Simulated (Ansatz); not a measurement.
Results of rVV10 (plane waves, PAW; Ansatz, a quantum-chemistry and plane-wave program) for cubic perovskite BaSnO₃.

Run with plane-wave cutoff 520 eV, 8×8×8 k mesh, Fermi–Dirac smearing 0.01 eV, scalar-relativistic PAW data made under PBE.

A third-order Birch–Murnaghan fit to the energies gives V0 = 14.702 Å³/atom, B0 = 135 GPa, B′ = 5.3.

| V (Å³/atom) | P (GPa) |
|---|---|
| 13.819 | 9.83 |
| 14.113 | … |
| 14.407 | 2.90 |
| 14.701 | 0.01 |
| 14.995 | … |
| 15.289 | -4.73 |
| 15.583 | -6.74 |

Question: Estimate the withheld pressures from this fit; the answers are the runs' own values.

Answer: 
- 14.113, P (GPa): 6.16
- 14.995, P (GPa): -2.55

The formula P = (3/2) B0 (x^(7/3) − x^(5/3)) [1 + (3/4)(B′ − 4)(x^(2/3) − 1)] with x = V0/V meets the computed pressures within 0.04 GPa when these rounded values are put in.

Measured, for comparison: equilibrium volume per atom 13.95 Å³/atom (temperature not stated, no zero-point or thermal correction; as tabulated in Lee et al. (2017), arXiv:1707.09778). Computed (rounded) less measured: equilibrium volume per atom +5.4 %.

Spin–orbit coupling is not included.

The computed numbers hold no vibrational or temperature effects.
